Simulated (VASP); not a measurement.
# ZrC (Fm-3m) in VASP: notebook

Runs on ZrC. Level: r2SCAN. Tasks: relaxation of cell and atoms.

Program: VASP 6.6.1. These are calculated values, not measurements. Logs are shortened: lines on timing, memory, paths and dates and some standing lists are left out, and cuts for length are marked.

### Step 1. The structure

Symmetry: Fm-3m, No. 225, cubic system. Conventional cell: a = 4.730 Å, b = 4.730 Å, c = 4.730 Å, α = 90.00°, β = 90.00°, γ = 90.00°. Around Zr (site symmetry m-3m) lie 6 C at 2.37 Å. C (site symmetry m-3m) has 6 Zr at 2.37 Å as nearest neighbours.

### Step 2. Relaxation of cell and atoms, r2SCAN

Input file INCAR:

```
SYSTEM = ZrC
PREC = Accurate
ENCUT = 520
EDIFF = 1E-7
ISMEAR = 0
SIGMA = 0.1
LREAL = .FALSE.
LASPH = .TRUE.
NELM = 80
ALGO = Normal
ISIF = 3
LWAVE = .FALSE.
LCHARG = .FALSE.
METAGGA = R2SCAN
LMIXTAU = .TRUE.
IBRION = 2
NSW = 80
EDIFFG = -0.002
```

Input file KPOINTS:

```
regular mesh
0
G
  16 16 16
  0 0 0
```

Input file POSCAR:

```
ZrC
1.0
    0.0000000000      2.3650000000      2.3650000000
    2.3650000000      0.0000000000      2.3650000000
    2.3650000000      2.3650000000      0.0000000000
Zr C
1 1
Direct
    0.5000000000      0.5000000000      0.5000000000
    0.0000000000      0.0000000000      0.0000000000
```

Potentials or basis: VASP PAW PBE potentials, release 64 (Zr_sv, C).

Launch:

```console
$ cat potpaw_PBE.64/Zr_sv/POTCAR potpaw_PBE.64/C/POTCAR > POTCAR
$ mpirun -np 1 vasp_std > vasp.out
```

OUTCAR:

```text
SYSTEM = ZrC
   PREC = Accurate
   ENCUT = 520
   EDIFF = 1E-7
   ISMEAR = 0
   LREAL = .FALSE.
   LASPH = .TRUE.
   NELM = 80
   ISIF = 3
   METAGGA = R2SCAN
   IBRION = 2
   NSW = 80
   EDIFFG = -0.002

 ion  position               nearest neighbor table
   1  0.500  0.500  0.500-   2 2.37   2 2.37   2 2.37   2 2.37   2 2.37   2 2.37
   2  0.000  0.000  0.000-   1 2.37   1 2.37   1 2.37   1 2.37   1 2.37   1 2.37

  LATTYP: Found a face centered cubic cell.
 ALAT       =     4.7300000000

  Lattice vectors:

 A1 = (   0.0000000000,   2.3650000000,   2.3650000000)
 A2 = (   2.3650000000,   0.0000000000,   2.3650000000)
 A3 = (   2.3650000000,   2.3650000000,   0.0000000000)

Analysis of symmetry for initial positions (statically):
=====================================================================
 Subroutine PRICEL returns:
 Original cell was already a primitive cell.

 Routine SETGRP: Setting up the symmetry group for a
 face centered cubic supercell.

 Subroutine GETGRP returns: Found 48 space group operations
 (whereof 48 operations were pure point group operations)
 out of a pool of 48 trial point group operations.

The static configuration has the point symmetry O_h .

Analysis of symmetry for dynamics (positions and initial velocities):
=====================================================================
 Subroutine PRICEL returns:
 Original cell was already a primitive cell.

 Routine SETGRP: Setting up the symmetry group for a
 face centered cubic supercell.

 Subroutine GETGRP returns: Found 48 space group operations
 (whereof 48 operations were pure point group operations)
 out of a pool of 48 trial point group operations.

The dynamic configuration has the point symmetry O_h .

 Subroutine INISYM returns: Found 48 space group operations
 (whereof 48 operations are pure point group operations),
 and found     1 'primitive' translations

----------------------------------------------------------------------------------------

                                     Primitive cell

  volume of cell :      26.4560

  direct lattice vectors                    reciprocal lattice vectors
     0.000000000  2.365000000  2.365000000    -0.211416490  0.211416490  0.211416490
     2.365000000  0.000000000  2.365000000     0.211416490 -0.211416490  0.211416490
     2.365000000  2.365000000  0.000000000     0.211416490  0.211416490 -0.211416490

  length of vectors
     3.344615075  3.344615075  3.344615075     0.366184103  0.366184103  0.366184103

  position of ions in fractional coordinates (direct lattice)
     0.500000000  0.500000000  0.500000000
[... 103 lines left out ...]
   METAGGA = R2SCAN    functional components
   LHFCALC =     F    Hartree Fock is set to
   AEXX    =    0.0000 exact exchange contribution
   IVDW    =     0    specifies the selected vdW correction
   LEPSILON=     F    determine dielectric tensor
   LRPA    =     F    only Hartree local field effects (RPA)
 conjugate gradient relaxation of ions
 non-spin polarized calculation
 Gauss-broadening in eV      SIGMA  =   0.10
  energy-cutoff  :      520.00
  volume of cell :       26.46
 maximum number of plane-waves:       728
 NGX is ok and might be reduce to    28
   NGX = 13   NGY = 13   NGZ = 13

--------------------------------------- Ionic step        1  -------------------------------------------

 number of electron      16.0000000 magnetization

 Free energy of the ion-electron system (eV)
  ---------------------------------------------------
  ext. energy  EPLUGINS =         0.00000000
  ---------------------------------------------------
  free energy    TOTEN  =       -34.72281493 eV

  energy without entropy =      -34.72104849  energy(sigma->0) =      -34.72193171

------------------------ aborting loop because EDIFF is reached ----------------------------------------

  FORCE on cell =-STRESS in cart. coord.  units (eV):
  Direction    XX          YY          ZZ          XY          YZ          ZX
  --------------------------------------------------------------------------------------
  -------------------------------------------------------------------------------------
  Total       -0.4016049     -0.4016049     -0.4016049      0.0000000      0.0000000      0.0000000
  in kB      -24.3212660    -24.3212660    -24.3212660      0.0000000      0.0000000      0.0000000
  external PRESSURE =     -24.3212660 kB  Pullay stress =       0.0000000 kB
[... 59 lines left out ...]
--------------------------------------- Ionic step        3  -------------------------------------------

 number of electron      16.0000000 magnetization

 Free energy of the ion-electron system (eV)
  ---------------------------------------------------
  ext. energy  EPLUGINS =         0.00000000
  ---------------------------------------------------
  free energy    TOTEN  =       -34.72500925 eV

  energy without entropy =      -34.72325799  energy(sigma->0) =      -34.72413362

 E-fermi :   9.5609     XC(G=0): -12.8990

 val. band max:        9.5530174299   @ k =   0.5000   0.5000   0.0000
 cond. band min:       9.5726315157   @ k =  -0.0625   0.0625   0.0000
 fundamental gap:      0.0196140858
 Fermi energy:         9.5608918437

 k-point     1 :       0.0000    0.0000    0.0000
  band No.  band energies     occupation
      1     -40.3003      2.00000
      2     -17.3074      2.00000
      3     -17.3074      2.00000
      4     -17.3074      2.00000
      5      -2.4530      2.00000
      6      10.4779      0.00000
      7      10.4779      0.00000
      8      10.4779      0.00000
      9      10.8674      0.00000
     10      10.8674      0.00000
     11      10.8674      0.00000
     12      12.4973      0.00000
[... 331 lines left out ...]
 k-point    24 :      -0.0625    0.0625    0.0000
  band No.  band energies     occupation
      1     -40.2902      2.00000
      2     -17.3915      2.00000
      3     -17.3293      2.00000
      4     -17.3085      2.00000
      5      -2.2166      2.00000
      6       9.1443      2.00000
      7       9.3284      1.99899
      8       9.5726      0.86814
      9      11.0140      0.00000
     10      11.6143      0.00000
     11      11.6519      0.00000
     12      13.1461      0.00000

 [... further k-points ...]

------------------------ aborting loop because EDIFF is reached ----------------------------------------

  FORCE on cell =-STRESS in cart. coord.  units (eV):
  Direction    XX          YY          ZZ          XY          YZ          ZX
  --------------------------------------------------------------------------------------
  -------------------------------------------------------------------------------------
  Total       -0.0012023     -0.0012023     -0.0012023     -0.0000000      0.0000000     -0.0000000
  in kB       -0.0736037     -0.0736037     -0.0736037     -0.0000000      0.0000000     -0.0000000
  external PRESSURE =      -0.0736037 kB  Pullay stress =       0.0000000 kB
[... 17 lines left out ...]
  FREE ENERGIE OF THE ION-ELECTRON SYSTEM (eV)
  ---------------------------------------------------
  free  energy   TOTEN  =       -34.7250092472 eV

  energy  without entropy=      -34.7232579870  energy(sigma->0) =      -34.72413362

 reached required accuracy - stopping structural energy minimisation
```

It took 8.8 min on 1 thread of AMD EPYC 9R45 (Zen 5), shared host; peak memory 0.18 GiB.

What came out:

| Property | Result |
| --- | --- |
| Free energy | -34.7250 eV |
| Relaxed volume | 13.09 Å³/atom |
| Relaxed cell | a = 3.333 Å, b = 3.333 Å, c = 3.333 Å, α = 60.00°, β = 60.00°, γ = 60.00° |
| Space group after relaxing (to 0.05 Å) | Fm-3m (No. 225) |
| Energy gained by relaxing | 1.1 meV/atom |
| Ionic steps | 3 |
| Pressure after relaxing | 0.0 GPa |
| Band gap on the k mesh | none (metal or under the smearing width) |

Step by step:
```tsv
step	energy change (eV)	largest force (eV/Å)	pressure (GPa)	volume (Å³)
1	0.0000	0.0000	-2.43	26.46
2	0.0042	0.0000	4.36	25.69
3	-0.0022	0.0000	-0.01	26.17
```

Final structure:
```cif
data_structure
_symmetry_space_group_name_H-M 'P 1'
_symmetry_Int_Tables_number 1
_cell_length_a 3.3326
_cell_length_b 3.3326
_cell_length_c 3.3326
_cell_angle_alpha 60.000
_cell_angle_beta 60.000
_cell_angle_gamma 60.000
_cell_volume 26.17
loop_
_atom_site_label
_atom_site_type_symbol
_atom_site_fract_x
_atom_site_fract_y
_atom_site_fract_z
_atom_site_occupancy
Zr1 Zr 0.50000 0.50000 0.50000 1
C1 C 0.00000 0.00000 0.00000 1
```

Caveat: the PAW data sets were made with another functional, which shifts forces and pressure a little.

### Step 3. Relaxation of cell and atoms, r2SCAN

This run uses another cell than the first one, of 13.09 Å³/atom, 0.989 times its volume.

INCAR is that of step 2.

KPOINTS is that of step 2.

Input file POSCAR:

```
ZrC                                     
1.0
   -0.0000000000      2.3564924288      2.3564924288
    2.3564924288      0.0000000000      2.3564924288
    2.3564924288      2.3564924288      0.0000000000
  Zr              C             
     1     1
Direct
     0.5000000000000000    0.5000000000000000    0.5000000000000000
     0.0000000000000000    0.0000000000000000    0.0000000000000000
```

Potentials or basis: VASP PAW PBE potentials, release 64 (Zr_sv, C).

Launch:

```console
$ cat potpaw_PBE.64/Zr_sv/POTCAR potpaw_PBE.64/C/POTCAR > POTCAR
$ mpirun -np 1 vasp_std > vasp.out
```

Wall time 4.2 min (1 thread of AMD EPYC 9R45 (Zen 5), shared host); peak memory 0.18 GiB.

The run converged. Its results:

| Property | Result |
| --- | --- |
| Free energy | -34.7249 eV |
| Pressure after relaxing | 0.0 GPa |
| Band gap on the k mesh | none (metal or under the smearing width) |

Final structure:
```
Zr C
1.0
     0.00000    2.35649    2.35649
     2.35649    0.00000    2.35649
     2.35649    2.35649    0.00000
Zr C
1 1
Direct
  0.50000 0.50000 0.50000
  0.00000 0.00000 0.00000
```

Levels at points of the mesh, in eV from the Fermi level:
```tsv
k point	band 5	band 6	band 7	band 8	band 9	band 10	band 11	band 12
(0.00, 0.00, 0.00)	-12.01	0.92	0.92	0.92	1.31	1.31	1.31	2.94
(0.50, 0.00, 0.00)	-8.95	-5.45	-3.09	-3.09	4.76	4.76	5.66	6.93
(0.50, 0.50, 0.00)	-10.87	-2.23	-1.61	-0.01	-0.01	4.57	5.92	5.92
```

Caveat: the relaxation stopped at its first step, so nothing moved; the PAW data sets were made with another functional, which shifts forces and pressure a little.
